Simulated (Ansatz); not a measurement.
Zr:

```
Zr
1.0
     3.23200    0.00000    0.00000
    -1.61600    2.79899    0.00000
     0.00000    0.00000    5.14700
Zr
2
Direct
  0.66667 0.33333 0.75000
  0.33333 0.66667 0.25000
```

| Quantity | Value |
| --- | --- |
| Program | Ansatz 0.2.0 |
| Task | relaxation of cell and atoms |
| Functional | PBE0 |
| Potentials or basis | Ansatz PAW |
| Cutoff | 420 eV (not typed: the program's choice for these potentials) |
| k mesh | 5 × 5 × 3 |
| Occupations | fermi-dirac, width 0.05 eV |
| Spin | no spin polarisation |

At the start: volume 23.28 Å³/atom.

Where does the relaxation end?

It ends after 5 steps and the volume is 23.42 Å³/atom (+0.6 %); space group P6_3/mmc (No. 194, to 0.05 Å).

Step by step:
```csv
step,energy change (eV),largest force (eV/Å),volume (Å³)
1,0.0000,0.0000,46.56
2,-0.0102,0.0000,47.11
3,-0.0182,0.0000,46.89
4,-0.0182,0.0000,46.84
5,-0.0183,0.0000,46.84
```

Final structure:
```cif
data_structure
_symmetry_space_group_name_H-M 'P 1'
_symmetry_Int_Tables_number 1
_cell_length_a 3.2763
_cell_length_b 3.2763
_cell_length_c 5.0384
_cell_angle_alpha 90.000
_cell_angle_beta 90.000
_cell_angle_gamma 120.000
_cell_volume 46.84
loop_
_atom_site_label
_atom_site_type_symbol
_atom_site_fract_x
_atom_site_fract_y
_atom_site_fract_z
_atom_site_occupancy
Zr1 Zr 0.66667 0.33333 0.75000 1
Zr2 Zr 0.33333 0.66667 0.25000 1
```

Caveat: the k mesh is coarse (spacing up to 0.45 Å⁻¹), so the values aren't converged, least of all with exact exchange; the plane-wave basis is chosen anew once the cell has moved, so the energies of steps on either side of that aren't comparable; the PAW data sets come from PBE, with cores solved anew for the run's functional, which leaves a small shift of forces and pressure.
